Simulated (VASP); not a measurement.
# Mg2Si (Fm-3m) in VASP: a series of runs, part 2 of 3

VASP 6.6.1. The steps go on from the part before.

## Step 3: Dielectric tensor, LDA

INCAR

```
SYSTEM = Mg2Si
PREC = Accurate
ENCUT = 600
EDIFF = 1E-8
ISMEAR = 0
SIGMA = 0.03
LREAL = .False.
LASPH = .True.
NELM = 80
ALGO = Normal
ISIF = 2
LWAVE = .False.
LCHARG = .False.
GGA = CA
LEPSILON = .True.
KPAR = 2
```

KPOINTS

```
regular mesh
0
Monkhorst
  12 12 12
  0 0 0
```

POSCAR

```
Mg2Si                                   
1.0
    0.0000000000      3.1252118611      3.1252118611
    3.1252118611      0.0000000000      3.1252118611
    3.1252118611      3.1252118611      0.0000000000
  Mg              Si            
     2     1
Direct
     0.2500000000000000    0.2500000000000000    0.2500000000000000
     0.7500000000000000    0.7500000000000000    0.7500000000000000
     0.0000000000000000    0.0000000000000000    0.0000000000000000
```

Potentials or basis: VASP PAW LDA potentials, release 64 (Mg, Si).

Launch:

```bash
> cat potpaw_LDA.64/Mg/POTCAR potpaw_LDA.64/Si/POTCAR > POTCAR
> mpirun -np 2 vasp_std > vasp.out
```

OUTCAR:

```text
SYSTEM = Mg2Si
   PREC = Accurate
   ENCUT = 600
   EDIFF = 1E-8
   ISMEAR = 0
   LREAL = .False.
   LASPH = .True.
   NELM = 80
   ISIF = 2
   GGA = CA
   LEPSILON = .True.

 ion  position               nearest neighbor table
   1  0.250  0.250  0.250-   3 2.71   3 2.71   3 2.71   3 2.71   2 3.13   2 3.13   2 3.13   2 3.13
                             2 3.13   2 3.13
   2  0.750  0.750  0.750-   3 2.71   3 2.71   3 2.71   3 2.71   1 3.13   1 3.13   1 3.13   1 3.13
                             1 3.13   1 3.13
   3  0.000  0.000  0.000-   2 2.71   2 2.71   2 2.71   1 2.71   1 2.71   1 2.71   2 2.71   1 2.71

  LATTYP: Found a face centered cubic cell.
 ALAT       =     6.2504237222

  Lattice vectors:

 A1 = (   0.0000000000,   3.1252118611,   3.1252118611)
 A2 = (   3.1252118611,   0.0000000000,   3.1252118611)
 A3 = (   3.1252118611,   3.1252118611,   0.0000000000)

Analysis of symmetry for initial positions (statically):
=====================================================================
 Subroutine PRICEL returns:
 Original cell was already a primitive cell.

 Routine SETGRP: Setting up the symmetry group for a
 face centered cubic supercell.

 Subroutine GETGRP returns: Found 48 space group operations
 (whereof 48 operations were pure point group operations)
 out of a pool of 48 trial point group operations.

The static configuration has the point symmetry O_h .

Analysis of symmetry for dynamics (positions and initial velocities):
=====================================================================
 Subroutine PRICEL returns:
 Original cell was already a primitive cell.

 Routine SETGRP: Setting up the symmetry group for a
 face centered cubic supercell.

 Subroutine GETGRP returns: Found 48 space group operations
 (whereof 48 operations were pure point group operations)
 out of a pool of 48 trial point group operations.
[... 452 lines left out ...]
           0.000000    16.892844    -0.000000
          -0.000000     0.000000    16.892844
 ------------------------------------------------------

 Free energy of the ion-electron system (eV)
  ---------------------------------------------------
  ---------------------------------------------------
  free energy    TOTEN  =        -2.58019774 eV

  energy without entropy =       -2.58019774

------------------------ aborting loop because EDIFF is reached ----------------------------------------

--------------------------------------- Ionic step        2  -------------------------------------------

------------------------ aborting loop because EDIFF is reached ----------------------------------------

--------------------------------------- Ionic step        3  -------------------------------------------

 Free energy of the ion-electron system (eV)
  ---------------------------------------------------
  ---------------------------------------------------
  free energy    TOTEN  =        -2.58019775 eV

  energy without entropy =       -2.58019775

------------------------ aborting loop because EDIFF is reached ----------------------------------------

 PIEZOELECTRIC TENSOR FIELD DIRECTION 3  (e Angst)
 -----------------------------------------------------------------------------
    -0.00125  0.00000  0.00000           (  0.00000  0.00000  0.00000)
     0.00000 -0.00125  0.00000           (  0.00000  0.00000  0.00000)
     0.00000  0.00000  0.00349           (  0.00000  0.00000  0.00001)

 PIEZOELECTRIC TENSOR FIELD DIRECTION 3  (C/m^2)
 -----------------------------------------------------------------------------
    -0.00033  0.00000  0.00000
     0.00000 -0.00033  0.00000
     0.00000  0.00000  0.00092

 MACROSCOPIC STATIC DIELECTRIC TENSOR (including local field effects in DFT)
 ------------------------------------------------------
          15.288149    -0.000000     0.000000
          -0.000000    15.288149    -0.000000
           0.000000    -0.000000    15.288149
 ------------------------------------------------------

 PIEZOELECTRIC TENSOR (including local field effects)  for field in x, y, z        (e  Angst)
          XX          YY          ZZ          XY          YZ          ZX
  --------------------------------------------------------------------------------
  x     0.00000     0.00000     0.00000     0.00000     0.00000     0.00000
  y     0.00000     0.00000     0.00000     0.00000     0.00000     0.00000
  z     0.00000     0.00000     0.00000     0.00000     0.00000     0.00000

 PIEZOELECTRIC TENSOR (including local field effects)  for field in x, y, z        (C/m^2)
          XX          YY          ZZ          XY          YZ          ZX
  --------------------------------------------------------------------------------
  x     0.00000     0.00000     0.00000     0.00000     0.00000     0.00000
  y     0.00000     0.00000     0.00000     0.00000     0.00000     0.00000
  z     0.00000     0.00000     0.00000     0.00000     0.00000     0.00000

 BORN EFFECTIVE CHARGES (including local field effects) (in |e|, cummulative output)
 ---------------------------------------------------------------------------------
 ion    1
    1     1.81306     0.00000     0.00000
    2     0.00000     1.81306     0.00000
    3     0.00000     0.00000     1.81306
 ion    2
    1     1.81306     0.00000     0.00000
    2     0.00000     1.81306     0.00000
    3     0.00000     0.00000     1.81306
 ion    3
    1    -3.62612     0.00000     0.00000
    2     0.00000    -3.62612     0.00000
    3     0.00000     0.00000    -3.62612
```

OSZICAR:

```text
N       E                     dE             d eps       ncg     rms          rms(c)
DAV:   1     0.564330711415E+01    0.56433E+01   -0.30618E+03  2912   0.822E+02
[... 12 lines left out ...]
RMM:   6    -0.257956515950E+01   -0.64635E-03   -0.23555E-04 12710   0.884E-02    0.321E-02
RMM:   7    -0.258009907987E+01   -0.53392E-03   -0.62547E-05 13539   0.373E-02    0.573E-03
RMM:   8    -0.258020209554E+01   -0.10302E-03   -0.44020E-06 12680   0.118E-02    0.107E-03
RMM:   9    -0.258018612100E+01    0.15975E-04    0.12867E-06 13609   0.287E-03    0.572E-04
RMM:  10    -0.258019639409E+01   -0.10273E-04    0.84464E-07 13313   0.711E-04    0.952E-05
RMM:  11    -0.258019727197E+01   -0.87788E-06    0.56893E-07 13287   0.195E-04    0.745E-05
RMM:  12    -0.258019807137E+01   -0.79941E-06    0.39414E-07 10833   0.130E-04    0.140E-05
RMM:  13    -0.258019774594E+01    0.32543E-06    0.43873E-09  7027   0.733E-05    0.134E-06
```

Run time: 5.1 min. Hardware: 2 MPI ranks of Intel Xeon 6975P-C (Granite Rapids), shared host; peak memory 0.83 GiB.

Results:

```yaml
Electronic_dielectric_tensor_diagonal: 15.29
Born_charges_mean_of_the_diagonal: Mg +1.81; Si -3.63 e
```

Electronic dielectric tensor:
```
15.29  0.00  0.00
 0.00 15.29  0.00
 0.00  0.00 15.29
```

Born effective charge tensors (e):
atom 1, Mg
```
1.81 0.00 0.00
0.00 1.81 0.00
0.00 0.00 1.81
```
atom 2, Mg
```
1.81 0.00 0.00
0.00 1.81 0.00
0.00 0.00 1.81
```
atom 3, Si
```
-3.63  0.00  0.00
 0.00 -3.63  0.00
 0.00  0.00 -3.63
```

## Step 4: Phonons, PBE

This run uses another cell than the first one, of 21.42 Å³/atom, 1.053 times its volume.

POSCAR

```
Mg2Si
1.0
    0.0000000000      3.1792963569      3.1792963569
    3.1792963569      0.0000000000      3.1792963569
    3.1792963569      3.1792963569      0.0000000000
  Mg              Si
     2     1
Direct
     0.2500000000000000    0.2500000000000000    0.2500000000000000
     0.7500000000000000    0.7500000000000000    0.7500000000000000
     0.0000000000000000    0.0000000000000000    0.0000000000000000
```

INCAR.step1

```
SYSTEM = Mg2Si
PREC = Accurate
ENCUT = 600
EDIFF = 1E-8
ISMEAR = 0
SIGMA = 0.03
LREAL = .FALSE.
LASPH = .TRUE.
NELM = 80
ALGO = Normal
ISIF = 3
LWAVE = .FALSE.
LCHARG = .FALSE.
GGA = PE
KPAR = 2
IBRION = 2
NSW = 40
EDIFFG = -0.002
```

INCAR.step2

```
SYSTEM = Mg2Si
PREC = Accurate
ENCUT = 600
EDIFF = 1E-8
ISMEAR = 0
SIGMA = 0.03
LREAL = .FALSE.
LASPH = .TRUE.
NELM = 80
ALGO = Normal
ISIF = 2
LWAVE = .FALSE.
LCHARG = .FALSE.
GGA = PE
KPAR = 2
IBRION = 6
NFREE = 2
POTIM = 0.015
NSW = 1
```

KPOINTS

```
regular mesh
0
G
  10 10 10
  0 0 0
```

Potentials or basis: VASP PAW PBE potentials, release 64 (Mg, Si).

Launch:

```bash
> cat potpaw_PBE.64/Mg/POTCAR potpaw_PBE.64/Si/POTCAR > POTCAR
> cp INCAR.step1 INCAR
> mpirun -np 2 vasp_std > vasp.out
> cp CONTCAR POSCAR
> cp INCAR.step2 INCAR
> mpirun -np 2 vasp_std > vasp.out
```

OUTCAR:

```text
SYSTEM = Mg2Si
   PREC = Accurate
   ENCUT = 600
   EDIFF = 1E-8
   ISMEAR = 0
   LREAL = .FALSE.
   LASPH = .TRUE.
   NELM = 80
   ISIF = 2
   GGA = PE
   IBRION = 6
   NFREE = 2
   POTIM = 0.015
   NSW = 1

 ion  position               nearest neighbor table
   1  0.250  0.250  0.250-   3 2.75   3 2.75   3 2.75   3 2.75   2 3.18   2 3.18   2 3.18   2 3.18
                             2 3.18   2 3.18
   2  0.750  0.750  0.750-   3 2.75   3 2.75   3 2.75   3 2.75   1 3.18   1 3.18   1 3.18   1 3.18
                             1 3.18   1 3.18
   3  0.000  0.000  0.000-   2 2.75   2 2.75   2 2.75   1 2.75   2 2.75   1 2.75   1 2.75   1 2.75

  LATTYP: Found a face centered cubic cell.
 ALAT       =     6.3599273540

  Lattice vectors:

 A1 = (   0.0000000000,   3.1799636770,   3.1799636770)
 A2 = (   3.1799636770,   0.0000000000,   3.1799636770)
 A3 = (   3.1799636770,   3.1799636770,   0.0000000000)

Analysis of symmetry for initial positions (statically):
=====================================================================
 Subroutine PRICEL returns:
 Original cell was already a primitive cell.

 Routine SETGRP: Setting up the symmetry group for a
 face centered cubic supercell.

 Subroutine GETGRP returns: Found 48 space group operations
 (whereof 48 operations were pure point group operations)
 out of a pool of 48 trial point group operations.

The static configuration has the point symmetry O_h .

Analysis of symmetry for dynamics (positions and initial velocities):
=====================================================================
 Subroutine PRICEL returns:
 Original cell was already a primitive cell.

[... 326 lines left out ...]
  band No.  band energies     occupation
      1      -5.5238      2.00000
      2       3.5678      2.00000
      3       3.5678      2.00000
      4       3.5683      2.00000
      5       5.4196      0.00000
      6       6.1324      0.00000
      7       6.1327      0.00000
      8       6.1327      0.00000
[... 243 lines left out ...]
 k-point    24 :       0.4000    0.3000    0.0000
  band No.  band energies     occupation
      1      -4.1637      2.00000
      2       0.0228      2.00000
      3       1.5652      2.00000
      4       1.9346      2.00000
      5       4.3838      0.00000
      6       4.9016      0.00000
      7       9.0025      0.00000
      8       9.1166      0.00000

 [... further k-points ...]

------------------------ aborting loop because EDIFF is reached ----------------------------------------

  FORCE on cell =-STRESS in cart. coord.  units (eV):
  Direction    XX          YY          ZZ          XY          YZ          ZX
  --------------------------------------------------------------------------------------
  -------------------------------------------------------------------------------------
  Total        0.0002689      0.0013677      0.0013677     -0.0000000      0.0000000     -0.0000000
  in kB        0.0066989      0.0340734      0.0340734     -0.0000000      0.0000000     -0.0000000
  external PRESSURE =       0.0249486 kB  Pullay stress =       0.0000000 kB
[... 18 lines left out ...]
  FREE ENERGIE OF THE ION-ELECTRON SYSTEM (eV)
  ---------------------------------------------------
  free  energy   TOTEN  =        -8.9167200429 eV

  energy  without entropy=       -8.9167200426  energy(sigma->0) =       -8.91672004

 INTERNAL STRAIN TENSORS FROM DISPLACED ATOMS
 ============================================

 INTERNAL STRAIN TENSOR FOR ION    1 for displacements in x,y,z  (eV/Angst):
          X           Y           Z          XY          YZ          ZX
  --------------------------------------------------------------------------------
  x     0.00000     0.00000     0.00000     0.00000    -1.56770     0.00000
  y     0.00000     0.00000     0.00000     0.00000     0.00000    -1.56770
  z     0.00000     0.00000     0.00000    -1.56770     0.00000     0.00000

 INTERNAL STRAIN TENSOR FOR ION    3 for displacements in x,y,z  (eV/Angst):
          X           Y           Z          XY          YZ          ZX
  --------------------------------------------------------------------------------
  x     0.00000     0.00000     0.00000     0.00000     0.00000     0.00000
  y     0.00000     0.00000     0.00000     0.00000     0.00000     0.00000
  z     0.00000     0.00000     0.00000     0.00000     0.00000     0.00000

 Eigenvectors and eigenvalues of the dynamical matrix
 ----------------------------------------------------

   1 f  =    8.215517 THz    51.619614 2PiTHz  274.040142 cm-1    33.976632 meV
             X         Y         Z           dx          dy          dz
      1.589982  1.589982  1.589982     0.426953   -0.008524    0.027546
      4.769946  4.769946  4.769946     0.426953   -0.008524    0.027546
      0.000000  0.000000  0.000000    -0.794281    0.015858   -0.051245
[... 43 lines left out ...]
   9 f/i=    0.000425 THz     0.002668 2PiTHz    0.014163 cm-1     0.001756 meV
             X         Y         Z           dx          dy          dz
      1.589982  1.589982  1.589982     0.049993   -0.554620   -0.082325
      4.769946  4.769946  4.769946     0.049993   -0.554620   -0.082325
      0.000000  0.000000  0.000000     0.053746   -0.596254   -0.088505

 ELASTIC MODULI CONTR FROM IONIC RELAXATION (kBar)
 Direction    XX          YY          ZZ          XY          YZ          ZX
 --------------------------------------------------------------------------------
 XX          -0.0000     -0.0000     -0.0000      0.0000      0.0000      0.0000
 YY          -0.0000     -0.0000     -0.0000      0.0000      0.0000     -0.0000
 ZZ          -0.0000     -0.0000     -0.0000     -0.0000      0.0000      0.0000
 XY           0.0000      0.0000     -0.0000    -20.8749     -0.0000      0.0000
 YZ           0.0000      0.0000      0.0000     -0.0000    -20.8749     -0.0000
 ZX           0.0000     -0.0000      0.0000      0.0000      0.0000    -20.8749
 --------------------------------------------------------------------------------
```

Run time: 90 s. Hardware: 2 MPI ranks of AMD EPYC 9R45 (Zen 5), shared host; peak memory 0.33 GiB.

Results:

| Property | Result |
| --- | --- |
| Relaxed volume | 21.44 Å³/atom |
| Relaxed cell | a = 4.497 Å, b = 4.497 Å, c = 4.497 Å, α = 60.00°, β = 60.00°, γ = 60.00° |
| Space group after relaxing (to 0.05 Å) | Fm-3m (No. 225) |
| Highest phonon frequency at Γ, LO-TO splitting left out | 274 cm⁻¹ |

Final structure:
```cif
data_structure
_symmetry_space_group_name_H-M 'P 1'
_symmetry_Int_Tables_number 1
_cell_length_a 4.4971
_cell_length_b 4.4971
_cell_length_c 4.4971
_cell_angle_alpha 60.000
_cell_angle_beta 60.000
_cell_angle_gamma 60.000
_cell_volume 64.31
loop_
_atom_site_label
_atom_site_type_symbol
_atom_site_fract_x
_atom_site_fract_y
_atom_site_fract_z
_atom_site_occupancy
Mg1 Mg 0.25000 0.25000 0.25000 1
Mg2 Mg 0.75000 0.75000 0.75000 1
Si1 Si 0.00000 0.00000 0.00000 1
```

Phonon frequencies in cm⁻¹ (negative: imaginary):
| q point | frequencies |
| --- | --- |
| (0.000, 0.000, 0.000) | 0 0 0 256 256 256 274 274 274 |

[end of part 2 of 3]
